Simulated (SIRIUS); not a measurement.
# C (P1) in SIRIUS: reference runs

Reference runs on C: the cell as given.

Program: SIRIUS 7.10.0. These are calculated values, not measurements. Logs are shortened: lines on timing, memory, paths and dates and some standing lists are left out, and cuts for length are marked. The log counts tension as positive stress, the text compression.

## (1) The cell of the first run

The typed cell holds 4 atoms: a = 2.456 Å, b = 3.635 Å, c = 4.254 Å, α = 101.25°, β = 90.00°, γ = 109.74°.

This is a stacking variant of graphite.

## (2) Single point, PBE (a zone-boundary wave of random shape, sigma 0.02 Å)

File sirius.json:

```json
{
  "control": {
    "processing_unit": "cpu",
    "verbosity": 2,
    "num_bands_to_print": 15,
    "print_forces": true,
    "print_stress": true
  },
  "parameters": {
    "electronic_structure_method": "pseudopotential",
    "xc_functionals": ["XC_GGA_X_PBE", "XC_GGA_C_PBE"],
    "gk_cutoff": 9.1,
    "pw_cutoff": 18.2,
    "ngridk": [11, 8, 7],
    "shiftk": [0, 0, 0],
    "smearing": "fermi_dirac",
    "smearing_width": 0.0018374661,
    "num_bands": 15,
    "num_mag_dims": 0,
    "num_dft_iter": 100,
    "energy_tol": 1e-08,
    "density_tol": 1e-06
  },
  "iterative_solver": {
    "type": "davidson",
    "min_tolerance": 1e-09,
    "tolerance_scale": [0.1, 0.25]
  },
  "mixer": {
    "type": "anderson",
    "beta": 0.7,
    "max_history": 8
  },
  "settings": {
    "tol_ne": 1e-10,
    "pseudo_grid_cutoff": 6.5
  },
  "unit_cell": {
    "lattice_vectors": [
      [1.0, 0.0, 0.0],
      [-0.500000002036, 0.288675134246, 1.362760193878],
      [0.0, -1.732050809545, 0.0]
    ],
    "lattice_vectors_scale": 4.6412669318,
    "atom_coordinate_units": "lattice",
    "atom_types": ["C"],
    "atom_files": {
      "C": "C.json"
    },
    "atoms": {
      "C": [
        [0.74729154, 0.49262311, 0.58503733],
        [0.24470846, 0.49137689, 0.07896267],
        [0.75553882, 0.50034698, 0.91581644],
        [0.25246118, 0.51565302, 0.42018356]
      ]
    }
  }
}
```

Potentials or basis: PseudoDojo 0.4.1 PBE standard (scalar relativistic).

On the command line:

```sh
$ upf_to_json C.upf
$ OMP_NUM_THREADS=1 sirius.scf --input=sirius.json --output=out.json --task=0
```

The program printed:

```text
[info] SIRIUS version : 7.10.0
[info] number of MPI ranks           : 1
[info] MPI grid                      : 1 1
[info] maximum number of OMP threads : 1
[fft] FFT context for density and potential
[fft] =====================================
[fft]   comm size                             : 1
[fft]   plane wave cutoff                     : 18.2
[fft]   grid size                             : 30 45 50   total : 67500
[fft]   grid limits                           : -14 15   -22 22   -24 25
[fft]   number of G-vectors within the cutoff : 12022
[fft]   local number of G-vectors             : 12022
[fft]   number of G-shells                    : 6349
[fft] FFT context for coarse grid
[fft] =====================================
[fft]   comm size                             : 1
[fft]   plane wave cutoff                     : 18.2
[fft]   grid size                             : 30 45 50   total : 67500
[fft]   grid limits                           : -14 15   -22 22   -24 25
[fft]   number of G-vectors within the cutoff : 12022
[fft]   local number of G-vectors             : 12022
[fft]   number of G-shells                    : 6349
[unit cell] lattice vectors
[unit cell]   a1 :       4.6412669318      0.0000000000      0.0000000000
[unit cell]   a2 :      -2.3206334753      1.3398183546      6.3249338238
[unit cell]   a3 :       0.0000000000     -8.0389101465      0.0000000000
[unit cell] reciprocal lattice vectors
[unit cell]   b1 :       1.3537651248      0.0000000000      0.4966996895
[unit cell]   b2 :      -0.0000000000      0.0000000000      0.9933993749
[unit cell]   b3 :       0.0000000000     -0.7815966583      0.1655665621
[unit cell] unit cell volume :       235.98788445 [a.u.^3]
[unit cell] 1/sqrt(omega)    :         0.06509613
[unit cell] MT volume        :         0.00000000 ( 0.00%)
[unit cell] IT volume        :       235.98788445 (100.00%)
[unit cell] number of atom types : 1
[unit cell] type id : 0 symbol :  C mt_radius :  12.470000 num_atoms : 4
[unit cell] total number of atoms : 4
[unit cell] number of symmetry classes : 4
[unit cell] number of PAW atoms : 0
[unit cell] atom id  type id  class id             position                      vector_field
[unit cell] ------------------------------------------------------------------------------------------
[unit cell]      0        0        0      0.74729   0.49262   0.58504      0.00000   0.00000   0.00000
[unit cell]      1        0        1      0.24471   0.49138   0.07896      0.00000   0.00000   0.00000
[unit cell]      2        0        2      0.75554   0.50035   0.91582      0.00000   0.00000   0.00000
[unit cell]      3        0        3      0.25246   0.51565   0.42018      0.00000   0.00000   0.00000
[unit cell] atom id         position (Cartesian, a.u.)
[unit cell] ---------------------------------------------
[unit cell]      0       2.325182   -4.043037    3.115809
[unit cell]      1      -0.004548    0.023582    3.107926
[unit cell]      2       2.345535   -6.691792    3.164662
[unit cell]      3      -0.024902   -2.686937    3.261471
[unit cell] class id : 0 atom id : 0
[unit cell] class id : 1 atom id : 1
[unit cell] class id : 2 atom id : 2
[unit cell] class id : 3 atom id : 3
[unit cell] minimum bond length:     2.646599
[unit cell] total number of pseudo wave-functions: 16
[sym] space group number   : 1
[... 268 lines left out ...]
[diagonalize] iterative solver tolerance (occupied, empty): 1.24201e-09 1.24201e-09
[diagonalize] average number of iterations: 3.46602
[diagonalize] Lowest band energies
[diagonalize] ik:    0   -0.464271   -0.266088   -0.228465    0.018764    0.026345    0.151637    0.152558    0.190341    0.330755    0.417327    0.543851    0.574489    0.579432    0.680452    0.716054
[diagonalize] ik:    1   -0.458597   -0.261371   -0.223729    0.003724    0.023148    0.131433    0.140001    0.195671    0.327792    0.427400    0.568512    0.589343    0.596927    0.662973    0.703492
[diagonalize] ik:    2   -0.441661   -0.247245   -0.210369   -0.050394    0.036464    0.080727    0.107541    0.212158    0.315397    0.456908    0.589194    0.616417    0.639520    0.659578    0.689018
[diagonalize] ik:    3   -0.413741   -0.223819   -0.194571   -0.109955    0.018696    0.059875    0.061187    0.238977    0.287917    0.499207    0.551512    0.617420    0.658545    0.679678    0.716797
[diagonalize] ik:    4   -0.375361   -0.215025   -0.191083   -0.125169   -0.042744    0.008597    0.092690    0.235924    0.285831    0.465927    0.574280    0.647621    0.658944    0.702720    0.728169
[diagonalize] ...
[diagonalize] ik:  304   -0.290272   -0.262753   -0.221007   -0.199320    0.014037    0.029295    0.156695    0.163604    0.322730    0.357461    0.541754    0.554587    0.718719    0.727614    0.736157
[diagonalize] ik:  305   -0.335663   -0.301519   -0.165128   -0.138110    0.000972    0.036338    0.122542    0.130452    0.362482    0.408712    0.555242    0.578962    0.653862    0.719857    0.799025
[diagonalize] ik:  306   -0.373313   -0.337734   -0.100312   -0.070821   -0.009702    0.040422    0.091781    0.098901    0.417283    0.462631    0.579145    0.593682    0.621089    0.683731    0.777501
[diagonalize] ik:  307   -0.401000   -0.364815   -0.053623   -0.008914    0.000645    0.046396    0.070888    0.077255    0.464216    0.499950    0.545138    0.618321    0.640607    0.662890    0.698867
[diagonalize] ik:  308   -0.418039   -0.381896   -0.047536    0.020280    0.042926    0.060939    0.066943    0.073071    0.478035    0.497256    0.550260    0.589856    0.601594    0.619371    0.694545
[find] Charges and magnetic moments
[find] --------------------------------------------------------------------------------
[find] total charge          : 16.000000
[find] Energy
[find] --------------------------------------------------------------------------------
[find] valence_eval_sum               :      -1.20252990
[find] <rho|V^{XC}>                   :      -9.41935615
[find] <rho|E^{XC}>                   :      -8.60215102
[find] <mag|B^{XC}>                   :       0.00000000
[find] <rho|V^{H}>                    :      13.44757675
[find] one-electron contribution      :      -5.23075049 (Ha),     -10.46150098 (Ry)
[find] hartree contribution           :       6.72378837
[find] xc contribution                :      -8.60215102
[find] ewald contribution             :     -16.98130452
[find] PAW contribution               :       0.00000000
[find] smearing (-TS)                 :      -0.00000969
[find] SCF correction                 :       0.00000018
[find] Total energy                   :     -24.09041748 (Ha),     -48.18083496 (Ry)
[find] Free energy (E-TS)             :     -24.09042717 (Ha),     -48.18085434 (Ry)
[find] band gap (eV)                  :       0.27162960
[find] Efermi                         :       0.26331825
[find] iteration : 11, RMS : 8.795879829931e-08, energy difference : -4.218705385028e-10
[find] Hartree energy of density residual : 1.826635596924e-12
[find] bands are converged : true
[find] iterative solver converged : true
[find] converged after 12 SCF iterations!
[find] Charges and magnetic moments
[find] --------------------------------------------------------------------------------
[find] total charge          : 16.000000
[find] Energy
[find] --------------------------------------------------------------------------------
[find] valence_eval_sum               :      -1.20252990
[find] <rho|V^{XC}>                   :      -9.41935615
[find] <rho|E^{XC}>                   :      -8.60215102
[find] <mag|B^{XC}>                   :       0.00000000
[find] <rho|V^{H}>                    :      13.44757675
[find] one-electron contribution      :      -5.23075049 (Ha),     -10.46150098 (Ry)
[find] hartree contribution           :       6.72378837
[find] xc contribution                :      -8.60215102
[find] ewald contribution             :     -16.98130452
[find] PAW contribution               :       0.00000000
[find] smearing (-TS)                 :      -0.00000969
[find] SCF correction                 :       0.00000018
[find] Total energy                   :     -24.09041748 (Ha),     -48.18083496 (Ry)
[find] Free energy (E-TS)             :     -24.09042717 (Ha),     -48.18085434 (Ry)
[find] band gap (eV)                  :       0.27162960
[find] Efermi                         :       0.26331825
[ground_state] === stress tensor components [kbar] ===
[ground_state] === stress_kin ===
[ground_state] -13556.161008    0.034033   -0.555469
[ground_state]     0.034033-13554.635532   -0.639333
[ground_state]    -0.555469   -0.639333-14929.793691
[ground_state] === stress_har ===
[ground_state] -7355.395399    0.396047   -0.919098
[ground_state]     0.396047-7350.525937   -2.462521
[ground_state]    -0.919098   -2.462521 6323.259735
[ground_state] === stress_ewald ===
[ground_state] -3537.296482    4.765723   -6.851362
[ground_state]     4.765723-3532.283785   -9.536224
[ground_state]    -6.851362   -9.53622428240.462136
[ground_state] === stress_vloc ===
[ground_state] 19902.940743   -3.488249    6.328449
[ground_state]    -3.48824919892.538439   10.910986
[ground_state]     6.328449   10.910986-24002.176295
[ground_state] === stress_xc ===
[ground_state]  1077.423264    0.017298   -0.027436
[ground_state]     0.017298 1077.397885   -0.033592
[ground_state]    -0.027436   -0.033592 1195.616933
[ground_state] === stress_core ===
[ground_state]  2033.273774   -0.037278    0.054699
[ground_state]    -0.037278 2033.301079    0.053708
[ground_state]     0.054699    0.053708 1984.232051
[ground_state] === stress_nonloc ===
[ground_state]  1383.454740   -0.182433    0.366088
[ground_state]    -0.182433 1383.596987    0.314522
[ground_state]     0.366088    0.314522 1160.298162
[ground_state] === stress_us_nl ===
[ground_state]  1383.454740   -0.182433    0.366088
[ground_state]    -0.182433 1383.596987    0.314522
[ground_state]     0.366088    0.314522 1160.298162
[ground_state] === stress_total ===
[ground_state]   -51.760369    1.505141   -1.604128
[ground_state]     1.505141  -50.610864   -1.392454
[ground_state]    -1.604128   -1.392454  -28.100969
[ground_state] ==== total Forces in Ha/bohr =====
[ground_state] atom:    0, force:      -0.0111386      0.0202877      0.0184009
[ground_state] atom:    1, force:       0.0120099     -0.0204337      0.0159134
[ground_state] atom:    2, force:      -0.0156155     -0.0062163     -0.0102139
[ground_state] atom:    3, force:       0.0147446      0.0063623     -0.0241003
[ground_state] ==== ultrasoft contribution from Qij =====
[ground_state] atom:    0, force:       0.0000000      0.0000000      0.0000000
[ground_state] atom:    1, force:       0.0000000      0.0000000      0.0000000
[ground_state] atom:    2, force:       0.0000000      0.0000000      0.0000000
[ground_state] atom:    3, force:       0.0000000      0.0000000      0.0000000
[ground_state] ==== non-local contribution from Beta-projector =====
[ground_state] atom:    0, force:      -0.0067592      0.0133700      0.0361254
[ground_state] atom:    1, force:       0.0071617     -0.0138234      0.0294433
[ground_state] atom:    2, force:      -0.0135570     -0.0034312     -0.0244849
[ground_state] atom:    3, force:       0.0130198      0.0035487     -0.0410135
[ground_state] ==== contribution from local potential =====
[ground_state] atom:    0, force:       0.0721430     -0.1072804      0.2019065
[ground_state] atom:    1, force:      -0.0736249      0.1085067      0.1615019
[ground_state] atom:    2, force:       0.0617870      0.0813662     -0.0757430
[ground_state] atom:    3, force:      -0.0601786     -0.0822778     -0.2877348
[ground_state] ==== contribution from core density =====
[ground_state] atom:    0, force:       0.0010211     -0.0011369     -0.0003351
[ground_state] atom:    1, force:      -0.0010611      0.0011585     -0.0003177
[ground_state] atom:    2, force:       0.0011808      0.0006324      0.0004510
[ground_state] atom:    3, force:      -0.0011322     -0.0006327      0.0002011
[ground_state] ==== Ewald forces from ions =====
[ground_state] atom:    0, force:      -0.0775435      0.1153355     -0.2192959
[ground_state] atom:    1, force:       0.0795343     -0.1162760     -0.1747140
[ground_state] atom:    2, force:      -0.0650263     -0.0847835      0.0895630
[ground_state] atom:    3, force:       0.0630355      0.0857240      0.3044469
[~DFT_ground_state] local op. applied: 141732
[~DFT_ground_state] evp. work count: 40499.6
[~DFT_ground_state] number of iterative solver steps: 14543
```

Wall time 5 min (1 thread of Arm Neoverse V1, shared host); peak memory 1.3 GiB.

What came out:

- Free energy: -655.5339 eV
- Pressure: 4.3 GPa
- Largest force: 1.520 eV/Å
- Band gap on the k mesh: 0.27 eV

Forces in eV/Å, atoms in the order of the input:
```
C   -0.573  1.043  0.946
C    0.618 -1.051  0.818
C   -0.803 -0.320 -0.525
C    0.758  0.327 -1.239
```

Caveat: an odd mesh through Γ misses points on the zone boundary, where band edges often lie; forces of over 1 eV/Å show positions far from the minimum, so gaps and moduli don't describe the material at rest.
